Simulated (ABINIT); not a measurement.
Write the native input for ABINIT 10.8.3 (patched build) that does the following.

| Item | Value |
| --- | --- |
| Task | single point |
| Functional | PBE |
| Potentials or basis | JTH PAW PBE v2.0 |
| Cutoff | 408 eV |
| k mesh | 6 × 6 × 3 |
| Occupations | fermi-dirac, width 0.05 eV |
| Spin | no spin polarisation |
| Fine-grid cutoff | 816.342 eV |
| Exchange and correlation inside the PAW spheres | full angular mesh (pawxcdev 0, this build's default; the released program takes 1) |

Crystal: TiTe2.

```
CELL_PARAMETERS angstrom
3.77700 0.00000 0.00000
-1.88850 3.27098 0.00000
0.00000 0.00000 6.49800
ATOMIC_POSITIONS crystal
Te 0.33333 0.66667 0.73720
Te 0.66667 0.33333 0.26280
Ti 0.00000 0.00000 0.00000
```

The input as run:

run.abi

```
# Pseudopotentials
pp_dirpath "./"
pseudos "Te.GGA_PBE-JTH.xml, Ti.GGA_PBE-JTH.xml"

# Structure
acell 3*1.0 Angstrom
rprim
     3.7770000000     0.0000000000     0.0000000000
    -1.8885000000     3.2709779501     0.0000000000
     0.0000000000     0.0000000000     6.4980000000
ntypat 2
znucl 52 22
natom 3
typat 1 1 2
xred
     0.3333333333     0.6666666667     0.7372000000
     0.6666666667     0.3333333333     0.2628000000
     0.0000000000     0.0000000000     0.0000000000

# Plane-wave basis
ecut 408.170794 eV
pawecutdg 30.0

# k points
kptopt 1
ngkpt 6 6 3
nshiftk 1
shiftk 0.0 0.0 0.0

# Exchange and correlation
ixc 11

# Bands and occupations
nband 16
occopt 3
tsmear 0.00183747

# SCF cycle
nstep 100
tolvrs 1.0e-9

# Output
iomode 3
prtwf 0
prtden 0
prteig 0
prtebands 0
enunit 2
prtvol 2
```

Potentials or basis: JTH PAW PBE v2.0.

Command:

```bash
$ abinit run.abi > log 2>&1
```

Results of the run:

The pressure is 1.0 GPa, the largest force is 0.028 eV/Å and the band gap on the k mesh is none (metal or under the smearing width). The valence electrons inside the program's atomic spheres are Te 3.15; Ti 10.09.

Caveat: this functional lacks dispersion, which binds the layers, so the pressure and a relaxed spacing across them are unreliable.

Wall time 32 s on 1 thread of Arm Neoverse N1, with other jobs on the host, peak memory 0.11 GiB.
